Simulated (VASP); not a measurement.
# GaP (F-43m) in VASP: settings compared

The runs below take GaP through band structure, with PBEsol, r2SCAN, TB-mBJ.

Everything below comes from runs of VASP 6.6.1. Logs are shortened: lines on timing, memory, paths and dates and some standing lists are left out, and cuts for length are marked.

**Experimental background.**

“Stacking defects in GaP nanowires: Electronic structure and optical properties”, 2018, arxiv:1810.01194 quotes, for a bulk crystal of GaP at 10 K: band gap 2.34 eV (indirect).

How close the calculation comes is told below.

## Step 1: Starting point

The structure is cubic, space group F-43m (No. 216). Conventional cell: a = 5.437 Å, b = 5.437 Å, c = 5.437 Å, α = 90.00°, β = 90.00°, γ = 90.00°. Ga (site symmetry -43m) is surrounded by 4 P at 2.35 Å. Around P (site symmetry -43m) lie 4 Ga at 2.35 Å.

The cell is a database's computed one.

## Step 2: Band structure, PBEsol

INCAR reads:

```
PREC     = Accurate       # precision mode
ENCUT    = 520            # plane-wave cutoff, eV
EDIFF    = 1E-7           # SCF threshold, eV
ISMEAR   = 0              # smearing method
SIGMA    = 0.02           # smearing width, eV
LREAL    = F              # projectors in reciprocal space
LASPH    = T              # aspherical terms in the spheres
NELM     = 100            # most SCF steps
ALGO     = Fast           # electronic algorithm
ISIF     = 2              # what is computed and relaxed
LWAVE    = F              # write WAVECAR
LCHARG   = F              # write CHGCAR
GGA      = PS             # functional
NBANDS   = 16             # bands
```

KPOINTS reads:

```
regular mesh
0
Gamma
  8 8 8
```

POSCAR reads:

```
GaP
1.0
    0.0000000000      2.7183900000      2.7183900000
    2.7183900000      0.0000000000      2.7183900000
    2.7183900000      2.7183900000      0.0000000000
Ga P
1 1
Direct
    0.0000000000      0.0000000000      0.0000000000
    0.7500000000      0.7500000000      0.7500000000
```

KPOINTS_OPT reads:

```
path GXWKGLUWLK,UX
20
line-mode
reciprocal
 0.0000000000  0.0000000000  0.0000000000  G
 0.5000000000  0.0000000000  0.5000000000  X

 0.5000000000  0.0000000000  0.5000000000  X
 0.5000000000  0.2500000000  0.7500000000  W

 0.5000000000  0.2500000000  0.7500000000  W
 0.3750000000  0.3750000000  0.7500000000  K

 0.3750000000  0.3750000000  0.7500000000  K
 0.0000000000  0.0000000000  0.0000000000  G

 0.0000000000  0.0000000000  0.0000000000  G
 0.5000000000  0.5000000000  0.5000000000  L

 0.5000000000  0.5000000000  0.5000000000  L
 0.6250000000  0.2500000000  0.6250000000  U

 0.6250000000  0.2500000000  0.6250000000  U
 0.5000000000  0.2500000000  0.7500000000  W

 0.5000000000  0.2500000000  0.7500000000  W
 0.5000000000  0.5000000000  0.5000000000  L

 0.5000000000  0.5000000000  0.5000000000  L
 0.3750000000  0.3750000000  0.7500000000  K

 0.6250000000  0.2500000000  0.6250000000  U
 0.5000000000  0.0000000000  0.5000000000  X
```

Potentials or basis: VASP PAW PBE potentials, release 64 (Ga_d, P).

Started as:

```console
cat potpaw_PBE.64/Ga_d/POTCAR potpaw_PBE.64/P/POTCAR > POTCAR
mpirun -np 1 vasp_std > vasp.out
```

OUTCAR:

```text
PREC = Accurate
   ENCUT = 520
   EDIFF = 1E-7
   ISMEAR = 0
   LREAL = F
   LASPH = T
   NELM = 100
   ISIF = 2
   GGA = PS

 ion  position               nearest neighbor table
   1  0.000  0.000  0.000-   2 2.35   2 2.35   2 2.35   2 2.35
   2  0.750  0.750  0.750-   1 2.35   1 2.35   1 2.35   1 2.35

  LATTYP: Found a face centered cubic cell.
 ALAT       =     5.4367800000

  Lattice vectors:

 A1 = (   0.0000000000,   2.7183900000,   2.7183900000)
 A2 = (   2.7183900000,   0.0000000000,   2.7183900000)
 A3 = (   2.7183900000,   2.7183900000,   0.0000000000)

Analysis of symmetry for initial positions (statically):
=====================================================================
 Subroutine PRICEL returns:
 Original cell was already a primitive cell.

 Routine SETGRP: Setting up the symmetry group for a
 face centered cubic supercell.

 Subroutine GETGRP returns: Found 24 space group operations
 (whereof 24 operations were pure point group operations)
 out of a pool of 48 trial point group operations.

The static configuration has the point symmetry T_d .

Analysis of symmetry for dynamics (positions and initial velocities):
=====================================================================
 Subroutine PRICEL returns:
 Original cell was already a primitive cell.

 Routine SETGRP: Setting up the symmetry group for a
 face centered cubic supercell.

 Subroutine GETGRP returns: Found 24 space group operations
 (whereof 24 operations were pure point group operations)
 out of a pool of 48 trial point group operations.

The dynamic configuration has the point symmetry T_d .

 Subroutine INISYM returns: Found 24 space group operations
 (whereof 24 operations are pure point group operations),
 and found     1 'primitive' translations

----------------------------------------------------------------------------------------

                                     Primitive cell

  volume of cell :      40.1759

  direct lattice vectors                    reciprocal lattice vectors
     0.000000000  2.718390000  2.718390000    -0.183932401  0.183932401  0.183932401
     2.718390000  0.000000000  2.718390000     0.183932401 -0.183932401  0.183932401
     2.718390000  2.718390000  0.000000000     0.183932401  0.183932401 -0.183932401

  length of vectors
     3.844384006  3.844384006  3.844384006     0.318580264  0.318580264  0.318580264

  position of ions in fractional coordinates (direct lattice)
     0.000000000  0.000000000  0.000000000
     0.750000000  0.750000000  0.750000000

  ion indices of the primitive-cell ions
   primitive index   ion index
                 1           1
                 2           2

----------------------------------------------------------------------------------------

 KPOINTS: regular mesh

Automatic generation of k-mesh.
 Grid dimensions read from file:
 generate k-points for:    8    8    8

 Generating k-lattice:

  Cartesian coordinates                     Fractional coordinates (reciprocal lattice)
    -0.022991550  0.022991550  0.022991550     0.125000000  0.000000000  0.000000000
     0.022991550 -0.022991550  0.022991550     0.000000000  0.125000000  0.000000000
     0.022991550  0.022991550 -0.022991550     0.000000000  0.000000000  0.125000000

  Length of vectors
     0.039822533  0.039822533  0.039822533

  Shift w.r.t. Gamma in fractional coordinates (k-lattice)
     0.000000000  0.000000000  0.000000000

 Subroutine IBZKPT returns following result:
 ===========================================

 Found     29 irreducible k-points:

 Following reciprocal coordinates:
            Coordinates               Weight
  0.000000  0.000000  0.000000      1.000000
  0.125000  0.000000  0.000000      8.000000
  0.250000  0.000000  0.000000      8.000000
  0.375000  0.000000  0.000000      8.000000
  0.500000  0.000000  0.000000      4.000000
  0.125000  0.125000  0.000000      6.000000
[... 16 lines left out ...]
  0.500000  0.250000  0.125000     48.000000
 -0.375000  0.250000  0.125000     24.000000
 [... further k-points ...]
[... 49 lines left out ...]
      4      -9.8038      2.00000
      5      -9.8038      2.00000
      6      -7.1456      2.00000
[... 8 lines left out ...]
     15      13.5730      0.00000
     16      14.3801      0.00000

 k-point     4 :       0.3750    0.0000    0.0000
  band No.  band energies     occupation
      1      -9.9822      2.00000
      2      -9.8850      2.00000
      3      -9.8850      2.00000
      4      -9.7999      2.00000
      5      -9.7999      2.00000
      6      -6.3270      2.00000
[... 8 lines left out ...]
     15      14.7924      0.00000
     16      14.7924      0.00000

 k-point     5 :       0.5000    0.0000    0.0000
  band No.  band energies     occupation
      1      -9.9932      2.00000
      2      -9.8825      2.00000
      3      -9.8825      2.00000
      4      -9.7975      2.00000
      5      -9.7975      2.00000
      6      -5.8196      2.00000
[... 8 lines left out ...]
     15      16.3383      0.00000
     16      16.3383      0.00000

 k-point     6 :       0.1250    0.1250    0.0000
  band No.  band energies     occupation
      1      -9.9316      2.00000
      2      -9.8986      2.00000
      3      -9.8986      2.00000
      4      -9.8094      2.00000
      5      -9.8018      2.00000
      6      -7.6612      2.00000
[... 8 lines left out ...]
     15      14.5449      0.00000
     16      14.6752      0.00000
[... 267 lines left out ...]
 k-point    21 :       0.5000    0.5000    0.0000
  band No.  band energies     occupation
      1     -10.0295      2.00000
      2      -9.8429      2.00000
      3      -9.8405      2.00000
      4      -9.8405      2.00000
      5      -9.7825      2.00000
      6      -4.8982      2.00000
[... 8 lines left out ...]
     15      17.0792      0.00000
     16      17.6264      0.00000

 k-point    22 :       0.3750    0.2500    0.1250
  band No.  band energies     occupation
      1      -9.9777      2.00000
      2      -9.8806      2.00000
      3      -9.8764      2.00000
      4      -9.8165      2.00000
      5      -9.7957      2.00000
      6      -6.6490      2.00000
[... 8 lines left out ...]
     15      15.7496      0.00000
     16      16.9612      0.00000

 k-point    23 :       0.5000    0.2500    0.1250
  band No.  band energies     occupation
      1      -9.9935      2.00000
      2      -9.8768      2.00000
      3      -9.8670      2.00000
      4      -9.8144      2.00000
      5      -9.7959      2.00000
      6      -5.8766      2.00000
[... 8 lines left out ...]
     15      16.1298      0.00000
     16      17.4248      0.00000

 k-point    24 :      -0.3750    0.2500    0.1250
  band No.  band energies     occupation
      1      -9.9994      2.00000
      2      -9.8763      2.00000
      3      -9.8636      2.00000
      4      -9.8106      2.00000
      5      -9.7976      2.00000
      6      -5.4049      2.00000
[... 8 lines left out ...]
     15      16.5739      0.00000
     16      17.1353      0.00000

 [... further k-points ...]

------------------------ aborting loop because EDIFF is reached ----------------------------------------

  FORCE on cell =-STRESS in cart. coord.  units (eV):
  Direction    XX          YY          ZZ          XY          YZ          ZX
  --------------------------------------------------------------------------------------
  -------------------------------------------------------------------------------------
  Total        0.0130758      0.0130758      0.0130758      0.0000000      0.0000000     -0.0000000
  in kB        0.5214517      0.5214517      0.5214517      0.0000000      0.0000000     -0.0000000
  external PRESSURE =       0.5214517 kB  Pullay stress =       0.0000000 kB

 VOLUME and BASIS-vectors are now :
 -----------------------------------------------------------------------------
  energy-cutoff  :      520.00
  volume of cell :       40.18
      direct lattice vectors                 reciprocal lattice vectors
     0.000000000  2.718390000  2.718390000    -0.183932401  0.183932401  0.183932401
     2.718390000  0.000000000  2.718390000     0.183932401 -0.183932401  0.183932401
     2.718390000  2.718390000  0.000000000     0.183932401  0.183932401 -0.183932401

 POSITION                                       TOTAL-FORCE (eV/Angst)
 -----------------------------------------------------------------------------------
      0.00000      0.00000      0.00000        -0.000000     -0.000000      0.000000
      4.07759      4.07759      4.07759         0.000000      0.000000      0.000000
 -----------------------------------------------------------------------------------
    total drift:                               -0.000000     -0.000000     -0.000000

  FREE ENERGIE OF THE ION-ELECTRON SYSTEM (eV)
  ---------------------------------------------------
  free  energy   TOTEN  =        -9.9210960245 eV

  energy  without entropy=       -9.9210960245  energy(sigma->0) =       -9.92109602
```

It took 46 s on 1 thread of Intel Xeon 6975P-C (Granite Rapids), shared host; peak memory 0.18 GiB.

What came out:

```yaml
Free_energy: -9.9211 eV
Pressure: 0.1 GPa
Band_gap_on_the_k_mesh: 1.50 eV, indirect (least direct gap 1.81 eV)
Band_gap_along_the_path: 1.45 eV, indirect (least direct gap 1.81 eV)
```

Levels at the corners of the path, in eV from the valence-band top:
| point | band 5 | band 6 | band 7 | band 8 | band 9 | band 10 | band 11 | band 12 | band 13 | band 14 |
| --- | --- | --- | --- | --- | --- | --- | --- | --- | --- | --- |
| Γ | -14.45 | -12.58 | 0.00 | 0.00 | 0.00 | 1.81 | 3.82 | 3.82 | 3.82 | 8.60 |
| X | -14.43 | -9.54 | -6.84 | -2.74 | -2.74 | 1.50 | 1.71 | 10.61 | 10.61 | 11.15 |
| X | -14.43 | -9.54 | -6.84 | -2.74 | -2.74 | 1.50 | 1.71 | 10.61 | 10.61 | 11.15 |
| W | -14.44 | -9.45 | -6.63 | -3.67 | -3.52 | 4.61 | 4.87 | 6.04 | 6.04 | 11.58 |
| W | -14.44 | -9.45 | -6.63 | -3.67 | -3.52 | 4.61 | 4.87 | 6.04 | 6.04 | 11.58 |
| K | -14.44 | -9.58 | -6.63 | -4.04 | -2.30 | 2.06 | 4.74 | 8.22 | 8.23 | 9.26 |
| K | -14.44 | -9.58 | -6.63 | -4.04 | -2.30 | 2.06 | 4.74 | 8.22 | 8.23 | 9.26 |
| Γ | -14.45 | -12.58 | 0.00 | 0.00 | 0.00 | 1.81 | 3.82 | 3.82 | 3.82 | 8.60 |
| Γ | -14.45 | -12.58 | 0.00 | 0.00 | 0.00 | 1.81 | 3.82 | 3.82 | 3.82 | 8.60 |
| L | -14.44 | -10.47 | -6.74 | -1.14 | -1.14 | 1.61 | 4.65 | 4.65 | 8.10 | 10.79 |
| L | -14.44 | -10.47 | -6.74 | -1.14 | -1.14 | 1.61 | 4.65 | 4.65 | 8.10 | 10.79 |
| U | -14.44 | -9.58 | -6.63 | -4.04 | -2.30 | 2.06 | 4.74 | 8.22 | 8.23 | 9.26 |
| U | -14.44 | -9.58 | -6.63 | -4.04 | -2.30 | 2.06 | 4.74 | 8.22 | 8.23 | 9.26 |
| W | -14.44 | -9.45 | -6.63 | -3.67 | -3.52 | 4.61 | 4.87 | 6.04 | 6.04 | 11.58 |
| W | -14.44 | -9.45 | -6.63 | -3.67 | -3.52 | 4.61 | 4.87 | 6.04 | 6.04 | 11.58 |
| L | -14.44 | -10.47 | -6.74 | -1.14 | -1.14 | 1.61 | 4.65 | 4.65 | 8.10 | 10.79 |
| L | -14.44 | -10.47 | -6.74 | -1.14 | -1.14 | 1.61 | 4.65 | 4.65 | 8.10 | 10.79 |
| K | -14.44 | -9.58 | -6.63 | -4.04 | -2.30 | 2.06 | 4.74 | 8.22 | 8.23 | 9.26 |
| U | -14.44 | -9.58 | -6.63 | -4.04 | -2.30 | 2.06 | 4.74 | 8.22 | 8.23 | 9.26 |
| X | -14.43 | -9.54 | -6.84 | -2.74 | -2.74 | 1.50 | 1.71 | 10.61 | 10.61 | 11.15 |

Caveat: the PAW data sets were made with another functional, which shifts forces and pressure a little.

[end of part 1 of 2]
